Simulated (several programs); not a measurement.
**SnO2 (P4_2/mnm) from semi-empirical methods to plane-wave DFT**

A 6-atom cell of SnO2 started from a crystallographic database, relaxed with r2SCAN in Ansatz, was computed with several methods. It is tetragonal, P4_2/mnm (No. 136); conventional cell a = 4.760 Å, c = 3.200 Å, 12.09 Å³ an atom. Around Sn lie 6 O at 2.06–2.07 Å; around O lie 3 Sn at 2.06–2.07 Å. The values are computed, spin-unpolarised, and not measurements.

```xyz
6
Lattice="4.7605 0.0000 0.0000 0.0000 4.7605 0.0000 0.0000 0.0000 3.2002" Properties=species:S:1:pos:R:3 pbc="T T T"
Sn    0.0000    0.0000    0.0000
Sn    2.3802    2.3802    1.6001
O     1.4561    1.4561    0.0000
O     0.9241    3.8364    1.6001
O     3.3044    3.3044    0.0000
O     3.8364    0.9241    1.6001
```

Gaps and times are for a single point on this cell; volume and bulk modulus come from each method's own relaxation or energy curve at fixed shape, which is too stiff where a cell has free coordinates or axes. Times are rough, from shared hosts (AMD EPYC 7R13 Processor; Arm Neoverse V1; NVIDIA H100 80GB HBM3), and each method has its own mesh and cell size. A dagger marks a closed or tiny gap in a crystal that DFT finds insulating: a failure of the method or a wrong SCF state. A double dagger marks a value from a curve with shape and coordinates held. PM6 (MOPAC), PM7 (MOPAC), GFN1-xTB (tblite) treat a cluster of cells at its zone centre, which samples few k points: where these miss a band edge, the gap comes out too large for that reason alone. Gaps from k meshes are read at a limited set of points (mesh, symmetry points, PBE's band edges), so each method's own least gap may be somewhat smaller. xTB and the PM methods were fitted mostly to molecules, and can miss a solid's gap by electronvolts. Minimal bases can be far off for gaps. Times of the plane-wave rungs are withheld (a dash), since they come from other jobs, hosts and meshes; the meshes of hybrids and Hartree-Fock don't converge their gaps to the digits shown. GLLB-SC's gap includes the derivative discontinuity. d marks a direct gap, i an indirect one (no mark: not told apart), a dash a value that wasn't computed or didn't pass its checks.

```json
{"method": "PBEsol", "kind": "semilocal", "gap (eV)": "–", "own volume (Å³/atom)": "12.18", "bulk modulus (GPa)": "–", "atoms computed": "6", "processor time": "–"}
{"method": "light PBE (260 eV, its own mesh)", "kind": "light plane-wave", "gap (eV)": "0.87 d", "own volume (Å³/atom)": "–", "bulk modulus (GPa)": "–", "atoms computed": "6", "processor time": "1.3 s"}
{"method": "GFN1-xTB (tblite)", "kind": "tight binding", "gap (eV)": "0.00†", "own volume (Å³/atom)": "11.07‡", "bulk modulus (GPa)": "132‡", "atoms computed": "cluster", "processor time": "2.7 s"}
{"method": "PM7 (MOPAC)", "kind": "semi-empirical", "gap (eV)": "9.25", "own volume (Å³/atom)": "11.43‡", "bulk modulus (GPa)": "261‡", "atoms computed": "cluster", "processor time": "3 s"}
{"method": "PM6 (MOPAC)", "kind": "semi-empirical", "gap (eV)": "6.80", "own volume (Å³/atom)": "–", "bulk modulus (GPa)": "–", "atoms computed": "cluster", "processor time": "3.2 s"}
{"method": "LDA", "kind": "semilocal", "gap (eV)": "0.95 d", "own volume (Å³/atom)": "11.86", "bulk modulus (GPa)": "–", "atoms computed": "6", "processor time": "–"}
{"method": "PBE", "kind": "semilocal", "gap (eV)": "1.10 d", "own volume (Å³/atom)": "12.57", "bulk modulus (GPa)": "181‡", "atoms computed": "6", "processor time": "–"}
{"method": "PBE/SZV (CP2K)", "kind": "small basis", "gap (eV)": "0.25 d", "own volume (Å³/atom)": "–", "bulk modulus (GPa)": "–", "atoms computed": "6", "processor time": "12 s"}
{"method": "r2SCAN", "kind": "semilocal", "gap (eV)": "1.77 d", "own volume (Å³/atom)": "12.09", "bulk modulus (GPa)": "216‡", "atoms computed": "6", "processor time": "–"}
{"method": "PBE/DZVP (CP2K)", "kind": "small basis", "gap (eV)": "0.90 d", "own volume (Å³/atom)": "–", "bulk modulus (GPa)": "–", "atoms computed": "6", "processor time": "31 s"}
{"method": "GLLB-SC (GPAW)", "kind": "model potential", "gap (eV)": "2.88", "own volume (Å³/atom)": "–", "bulk modulus (GPa)": "–", "atoms computed": "6", "processor time": "33 s"}
{"method": "PBE+SOC", "kind": "semilocal", "gap (eV)": "1.10 d", "own volume (Å³/atom)": "–", "bulk modulus (GPa)": "–", "atoms computed": "6", "processor time": "–"}
{"method": "HSE06", "kind": "hybrid", "gap (eV)": "2.84 d", "own volume (Å³/atom)": "–", "bulk modulus (GPa)": "–", "atoms computed": "6", "processor time": "–"}
{"method": "PBE0", "kind": "hybrid", "gap (eV)": "3.56 d", "own volume (Å³/atom)": "–", "bulk modulus (GPa)": "–", "atoms computed": "6", "processor time": "–"}
{"method": "r2SCANh", "kind": "hybrid", "gap (eV)": "2.66 d", "own volume (Å³/atom)": "–", "bulk modulus (GPa)": "–", "atoms computed": "6", "processor time": "–"}
{"method": "DDH-PBE0", "kind": "hybrid", "gap (eV)": "3.25 d", "own volume (Å³/atom)": "–", "bulk modulus (GPa)": "–", "atoms computed": "6", "processor time": "–"}
```

Against HSE06 (2.84 eV) and with closed or daggered gaps left aside, the nearest gap at the points sampled is that of GLLB-SC (GPAW) (+0.03 eV) and the farthest that of PM7 (MOPAC) (+6.41 eV). HSE06 is only a yardstick of convenience, and nearness to it can be luck.

Volumes against r2SCAN's: PBEsol +0.7 %, LDA -1.9 %, PBE +4.0 %.

Runs without a result: GFN2-xTB (tblite) (single point).

Only the rows marked +SOC include spin-orbit coupling.
